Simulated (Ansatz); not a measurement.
# WS2: the cost of one run

Method: DFT PBE+D3(BJ), scalar-relativistic, plane waves, PAW, in Ansatz 0.2.0.

The COD entry's cell or inner coordinates are ideal or old and differ from later refinements, so a difference from it is no clean test against experiment.

2 further runs of the same task are left out: 2 set aside as unsound or not needed. Runs told in other sessions of the task aren't counted.

## Step 1: The starting structure

The structure is hexagonal, space group P6_3/mmc (No. 194). The conventional cell has a = 3.154 Å, b = 3.154 Å, c = 12.140 Å, α = 90.00°, β = 90.00°, γ = 120.00°. W (site symmetry -6m2) is surrounded by 6 S at 2.41 Å. Around S (site symmetry 3m) lie 3 W at 2.41 Å.

Coordinates:

```
CELL_PARAMETERS angstrom
3.15421 0.00000 0.00000
-1.57710 2.73162 0.00000
0.00000 0.00000 12.13991
ATOMIC_POSITIONS crystal
W 0.33333 0.66667 0.25000
W 0.66667 0.33333 0.75000
S 0.33333 0.66667 0.62029
S 0.66667 0.33333 0.12029
S 0.33333 0.66667 0.87971
S 0.66667 0.33333 0.37971
```

It is the result of an earlier relaxation at this level (volume 17.43 Å³/atom; gap on the mesh: 0.89 eV).

## Step 2: Zero of energy

Reference values: F = -24385.3202 eV; pressure -0.01 GPa; largest force 0.001 eV/Å; gap on the mesh 0.89 eV. It was computed beforehand with the settings of the runs below.

## Step 3: Setting up random displacements

All atoms are moved at random with no net shift, in some cells together with a random strain.

## Step 4: Point rms move = 0.395 Å

input.yaml reads:

```yaml
crystal:
  lattice:
    - [3.0584119646, 0.1964838653, 0.1289216925]
    - [-1.3590459635, 2.683817136, -0.0379804094]
    - [0.4961938166, 0.1176846615, 11.6214908338]
  atoms:
    - { symbol: W, position: [0.4069299112, 0.7757532293, 0.2565599624] }
    - { symbol: W, position: [0.5645083089, 0.2643983348, 0.7443051429] }
    - { symbol: S, position: [0.3707860222, 0.7424225581, 0.5944579921] }
    - { symbol: S, position: [0.6303882438, 0.2630789548, 0.0841500408] }
    - { symbol: S, position: [0.3765080592, 0.6932661037, 0.9230151571] }
    - { symbol: S, position: [0.6508794547, 0.2610808192, 0.3975117047] }
basis:
  ecutwfc: 420
kpoints:
  mp_grid: { grid: [12, 12, 4] }
hamiltonian:
  xc: pbe
  dispersion: d3bj
scf:
  occupations: { method: gaussian, width: 0.05 }
output:
  forces: true
  stress: true
  eigenvalues: true
  write_density: true
  write_potential: true
  elf: true
  volumetric_format: npy
```

On the command line:

```console
$ ansatz run input.yaml --threads 2 --pin off --max-ram 5120MiB --backend cpu --events-out ev --progress --plain --runs-dir out
```

What time and memory should one allow on 2 threads of Intel Xeon at 2.50GHz (Skylake/Cascade Lake), shared host?

About 86 s, with a peak of 0.88 GiB.
